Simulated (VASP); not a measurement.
# SnTe (F-43m) in VASP: a series of runs

Aim: see how the results for SnTe move with the level of theory and the settings. Levels: PBEsol, PBE. Tasks: equation of state.

Everything below comes from runs of VASP 6.6.1. Logs are shortened: lines on timing, memory, paths and dates and some standing lists are left out, and cuts for length are marked.

## Step 1: The structure

It takes space group F-43m (No. 216, cubic). Conventional cell: a = 7.222 Å, b = 7.222 Å, c = 7.222 Å, α = 90.00°, β = 90.00°, γ = 90.00°. Te (site symmetry -43m) is surrounded by 4 Sn at 3.13 Å. Sn (site symmetry -43m) has 4 Te at 3.13 Å as nearest neighbours.

Measurements of this composition are mostly on another form, of space group No. 225.

## Step 2: Equation of state, PBEsol, 44.27 Å³/atom (volume scaled by 0.94)

Contents of INCAR:

```
  ALGO = Normal
  EDIFF = 1E-7
  ENCUT = 520
  GGA = PS
  ISIF = 2
  ISMEAR = -1
  LASPH = T
  LCHARG = F
  LREAL = F
  LWAVE = F
  NBANDS = 17
  NELM = 100
  PREC = Accurate
  SIGMA = 0.05
```

Contents of KPOINTS:

```
k-points
0
Gamma
  7 7 7
```

Contents of POSCAR:

```
SnTe
1.0
    0.0000000000      3.5374284581      3.5374284581
    3.5374284581      0.0000000000      3.5374284581
    3.5374284581      3.5374284581      0.0000000000
Te Sn
1 1
Direct
    0.2500000000      0.2500000000      0.2500000000
    0.0000000000      0.0000000000      0.0000000000
```

Potentials or basis: VASP PAW PBE potentials, release 64 (Te, Sn_d).

Started as:

```console
$ cat potpaw_PBE.64/Te/POTCAR potpaw_PBE.64/Sn_d/POTCAR > POTCAR
$ mpirun -np 1 vasp_std > vasp.out
```

OUTCAR:

```text
EDIFF = 1E-7
   ENCUT = 520
   GGA = PS
   ISIF = 2
   ISMEAR = -1
   LASPH = T
   LREAL = F
   NELM = 100
   PREC = Accurate

 Found     20 irreducible k-points:

 Following reciprocal coordinates:
            Coordinates               Weight
  0.000000  0.000000  0.000000      1.000000
  0.142857  0.000000  0.000000      8.000000
  0.285714  0.000000  0.000000      8.000000
  0.428571  0.000000  0.000000      8.000000
  0.142857  0.142857  0.000000      6.000000
  0.285714  0.142857  0.000000     24.000000
   k-points           NKPTS =     20   k-points in BZ     NKDIM =     20   number of bands    NBANDS=     17
   number of dos      NEDOS =    301   number of ions     NIONS =      2
   total plane-waves  NPLWV =  64000
   dimension x,y,z NGX =    40 NGY =   40 NGZ =   40
   dimension x,y,z NGXF=    80 NGYF=   80 NGZF=   80
   ions per type =               1   1
   NGX,Y,Z   is equivalent  to a cutoff of  13.29, 13.29, 13.29 a.u.
   NGXF,Y,Z  is equivalent  to a cutoff of  26.59, 26.59, 26.59 a.u.
 SYSTEM =  unknown system
   PREC   = accura    normal or accurate (medium, high low for compatibility)
   ISTART =      0    job   : 0-new  1-cont  2-samecut
   ICHARG =      2    charge: 1-file 2-atom 10-const
   ISPIN  =      1    spin polarized calculation?
   LNONCOLLINEAR =      F non collinear calculations
   LSORBIT =      F    spin-orbit coupling
   LASPH  =      T    aspherical Exc in radial PAW
   ENCUT  =  520.0 eV  38.22 Ry    6.18 a.u.   9.30  9.30  9.30*2*pi/ulx,y,z
   NELM   =    100;   NELMIN=  2; NELMDL= -5     # of ELM steps
   EDIFF  = 0.1E-06   stopping-criterion for ELM
   LREAL  =      F    real-space projection
   EDIFFG = 0.1E-05   stopping-criterion for IOM
   NSW    =      0    number of steps for IOM
   IBRION =     -1    ionic relax: 0-MD 1-quasi-New 2-CG
   NFREE  =      0    steps in history (QN), initial steepest desc. (CG)
   ISIF   =      2    stress and relaxation
   ISYM   =      2    0-nonsym 1-usesym 2-fastsym
   POTIM  = 0.5000    time-step for ionic-motion
   TEBEG  =    0.0;   TEEND  =   0.0 temperature during run
   PSTRESS=    0.0 pullay stress
   NELECT =      20.0000    total number of electrons
   NUPDOWN=      -1.0000    fix difference up-down
   EMIN   =  10.00;   EMAX   =-10.00  energy-range for DOS
   EFERMI =   0.00;   METHOD = LEGACY
   ISMEAR =    -1;   SIGMA  =   0.05  broadening in eV -4-tet -1-fermi 0-gaus
   EFERMI_NEDOS =   21; number of points for ismear=-14 and -15
   IALGO  =     38    algorithm
   IMIX   =      4    mixing-type and parameters
     AMIX     =   0.40;   BMIX     =  1.00
     AMIX_MAG =   1.60;   BMIX_MAG =  1.00
  volume/ion in A,a.u.               =      44.27       298.72
  Fermi-wavevector in a.u.,A,eV,Ry     =   0.997058  1.884167 13.525892  0.994125
  Thomas-Fermi vector in A             =   2.129189
   LORBIT       =      0    0 simple, 1 ext, 2 COOP (PROOUT), +10 PAW based schemes
   GGA     = PS    functional components
   LHFCALC =     F    Hartree Fock is set to
   AEXX    =    0.0000 exact exchange contribution
   IVDW    =     0    specifies the selected vdW correction
   LEPSILON=     F    determine dielectric tensor
   LRPA    =     F    only Hartree local field effects (RPA)
 non-spin polarized calculation
  energy-cutoff  :      520.00
  volume of cell :       88.53
 maximum number of plane-waves:      2421
 NGX is ok and might be reduce to    40
   NGX = 19   NGY = 19   NGZ = 19

 number of electron      20.0000002 magnetization

 Free energy of the ion-electron system (eV)
  ---------------------------------------------------
  ext. energy  EPLUGINS =         0.00000000
  ---------------------------------------------------
  free energy    TOTEN  =        -7.62585815 eV

  energy without entropy =       -7.62195402  energy(sigma->0) =       -7.62390608

 E-fermi :   3.5452     XC(G=0):  -7.8865

 val. band max:        3.4344936187   @ k =  -0.2857   0.4286   0.1429
 cond. band min:       3.5656445305   @ k =   0.4286   0.4286   0.0000
 fundamental gap:      0.1311509118
 Fermi energy:         3.5451849157

 k-point     1 :       0.0000    0.0000    0.0000
  band No.  band energies     occupation
      1     -18.1223      2.00000
      2     -18.1223      2.00000
      3     -18.1223      2.00000
      4     -18.1088      2.00000
      5     -18.1088      2.00000
      6      -8.2991      2.00000
      7      -1.4605      2.00000
      8       1.5053      2.00000
      9       1.5053      2.00000
     10       1.5053      2.00000
     11       4.5259      0.00000
     12       4.5259      0.00000
     13       4.5259      0.00000
     14       7.5364      0.00000
     15      10.0037      0.00000
     16      10.0037      0.00000
     17      11.1031      0.00000

 k-point     2 :       0.1429    0.0000    0.0000
  band No.  band energies     occupation
      1     -18.1226      2.00000
      2     -18.1219      2.00000
      3     -18.1219      2.00000
      4     -18.1087      2.00000
      5     -18.1087      2.00000
      6      -8.2025      2.00000
      7      -1.9569      2.00000
      8       1.3684      2.00000
      9       1.3684      2.00000
     10       1.6409      2.00000
     11       4.7123      0.00000
     12       4.7508      0.00000
     13       4.7508      0.00000
     14       8.1952      0.00000
     15       9.5079      0.00000
     16       9.5079      0.00000
     17      10.6571      0.00000

 k-point     3 :       0.2857    0.0000    0.0000
  band No.  band energies     occupation
      1     -18.1235      2.00000
      2     -18.1211      2.00000
      3     -18.1211      2.00000
      4     -18.1087      2.00000
      5     -18.1087      2.00000
      6      -7.9565      2.00000
      7      -2.8647      2.00000
      8       1.1150      2.00000
      9       1.1150      2.00000
     10       1.5991      2.00000
     11       5.1436      0.00000
     12       5.1436      0.00000
     13       5.6457      0.00000
     14       8.9241      0.00000
     15       9.4272      0.00000
     16       9.4272      0.00000
     17      10.8357      0.00000

 k-point     4 :       0.4286    0.0000    0.0000
  band No.  band energies     occupation
      1     -18.1241      2.00000
      2     -18.1205      2.00000
      3     -18.1205      2.00000
      4     -18.1086      2.00000
      5     -18.1086      2.00000
      6      -7.7176      2.00000
      7      -3.5161      2.00000
      8       0.9470      2.00000
      9       0.9470      2.00000
     10       1.4569      2.00000
     11       5.3413      0.00000
     12       5.3413      0.00000
     13       6.9241      0.00000
     14       8.9826      0.00000
     15      10.1765      0.00000
     16      10.1765      0.00000
     17      10.3791      0.00000

 k-point     5 :       0.1429    0.1429    0.0000
  band No.  band energies     occupation
      1     -18.1232      2.00000
      2     -18.1215      2.00000
      3     -18.1215      2.00000
      4     -18.1090      2.00000
      5     -18.1086      2.00000
      6      -8.1696      2.00000
      7      -2.0812      2.00000
      8       1.1538      2.00000
      9       1.1538      2.00000
     10       2.0941      2.00000
     11       4.1408      0.00001
     12       5.1098      0.00000
     13       5.1098      0.00000
     14       8.4029      0.00000
     15       8.7247      0.00000
     16      10.2083      0.00000
     17      11.5388      0.00000

 k-point     6 :       0.2857    0.1429    0.0000
  band No.  band energies     occupation
      1     -18.1240      2.00000
      2     -18.1208      2.00000
      3     -18.1207      2.00000
      4     -18.1091      2.00000
      5     -18.1084      2.00000
      6      -7.9698      2.00000
      7      -2.7780      2.00000
      8       0.7842      2.00000
      9       0.8852      2.00000
     10       2.3834      2.00000
     11       4.2647      0.00000
     12       5.6053      0.00000
     13       5.7182      0.00000
     14       8.4123      0.00000
     15       9.3885      0.00000
     16      10.1837      0.00000
     17      11.3263      0.00000

 [... further k-points ...]
[... 5 lines left out ...]
  --------------------------------------------------------------------------------------
  -------------------------------------------------------------------------------------
  Total        0.0581236      0.0581236      0.0581236      0.0000000     -0.0000000      0.0000000
  in kB        1.0518891      1.0518891      1.0518891      0.0000000     -0.0000000      0.0000000
  external PRESSURE =       1.0518891 kB  Pullay stress =       0.0000000 kB

 VOLUME and BASIS-vectors are now :
 -----------------------------------------------------------------------------
  energy-cutoff  :      520.00
  volume of cell :       88.53
      direct lattice vectors                 reciprocal lattice vectors
     0.000000000  3.537428458  3.537428458    -0.141345615  0.141345615  0.141345615
     3.537428458  0.000000000  3.537428458     0.141345615 -0.141345615  0.141345615
     3.537428458  3.537428458  0.000000000     0.141345615  0.141345615 -0.141345615

 POSITION                                       TOTAL-FORCE (eV/Angst)
 -----------------------------------------------------------------------------------
      1.76871      1.76871      1.76871         0.000000     -0.000000     -0.000000
      0.00000      0.00000      0.00000        -0.000000      0.000000      0.000000
 -----------------------------------------------------------------------------------
    total drift:                               -0.000000     -0.000000     -0.000000

  FREE ENERGIE OF THE ION-ELECTRON SYSTEM (eV)
  ---------------------------------------------------
  free  energy   TOTEN  =        -7.6258581455 eV

  energy  without entropy=       -7.6219540229  energy(sigma->0) =       -7.62390608
```

Run time: 34 s. Hardware: 1 thread of Intel Xeon Platinum 8259CL at 2.50GHz (Skylake/Cascade Lake), shared host; peak memory 0.24 GiB.

Results:

```yaml
Free_energy: -7.6259 eV
Pressure: 0.1 GPa
Band_gap_on_the_k_mesh: 0.13 eV, indirect (least direct gap 0.72 eV)
```

Caveat: the PAW data sets were made with another functional, which shifts forces and pressure a little; spin-orbit coupling is left out, which moves the levels of the heavy elements; an odd mesh through Γ misses points on the zone boundary, where band edges often lie.

## Step 3: Equation of state, PBEsol, 45.21 Å³/atom (volume scaled by 0.96)

INCAR is that of step 2.

KPOINTS is that of step 2.

Contents of POSCAR:

```
SnTe
1.0
    0.0000000000      3.5623407469      3.5623407469
    3.5623407469      0.0000000000      3.5623407469
    3.5623407469      3.5623407469      0.0000000000
Te Sn
1 1
Direct
    0.2500000000      0.2500000000      0.2500000000
    0.0000000000      0.0000000000      0.0000000000
```

Potentials or basis: VASP PAW PBE potentials, release 64 (Te, Sn_d).

Started as:

```console
$ cat potpaw_PBE.64/Te/POTCAR potpaw_PBE.64/Sn_d/POTCAR > POTCAR
$ mpirun -np 1 vasp_std > vasp.out
```

Run time: 33 s. Hardware: 1 thread of Intel Xeon Platinum 8259CL at 2.50GHz (Skylake/Cascade Lake), shared host; peak memory 0.25 GiB.

The run converged. Its results:

* Free energy: -7.6241 eV
* Pressure: -0.4 GPa
* Band gap on the k mesh: 0.18 eV, indirect (least direct gap 0.74 eV)

Caveat: the PAW data sets were made with another functional, which shifts forces and pressure a little; spin-orbit coupling is left out, which moves the levels of the heavy elements; an odd mesh through Γ misses points on the zone boundary, where band edges often lie.

## Step 4: Equation of state, PBEsol, 46.15 Å³/atom (volume scaled by 0.98)

INCAR is that of step 3.

KPOINTS is that of step 3.

Contents of POSCAR:

```
SnTe
1.0
    0.0000000000      3.5869093905      3.5869093905
    3.5869093905      0.0000000000      3.5869093905
    3.5869093905      3.5869093905      0.0000000000
Te Sn
1 1
Direct
    0.2500000000      0.2500000000      0.2500000000
    0.0000000000      0.0000000000      0.0000000000
```

Started as:

```console
$ cat potpaw_PBE.64/Te/POTCAR potpaw_PBE.64/Sn_d/POTCAR > POTCAR
$ mpirun -np 1 vasp_std > vasp.out
```

It took 32 s on 1 thread of Intel Xeon Platinum 8259CL at 2.50GHz (Skylake/Cascade Lake), shared host; peak memory 0.24 GiB.

It converged, with:

```yaml
Free_energy: -7.6163 eV
Pressure: -0.9 GPa
Band_gap_on_the_k_mesh: 0.24 eV, indirect (least direct gap 0.77 eV)
```

Caveat: the PAW data sets were made with another functional, which shifts forces and pressure a little; spin-orbit coupling is left out, which moves the levels of the heavy elements; an odd mesh through Γ misses points on the zone boundary, where band edges often lie.

[end of part 1 of 2]
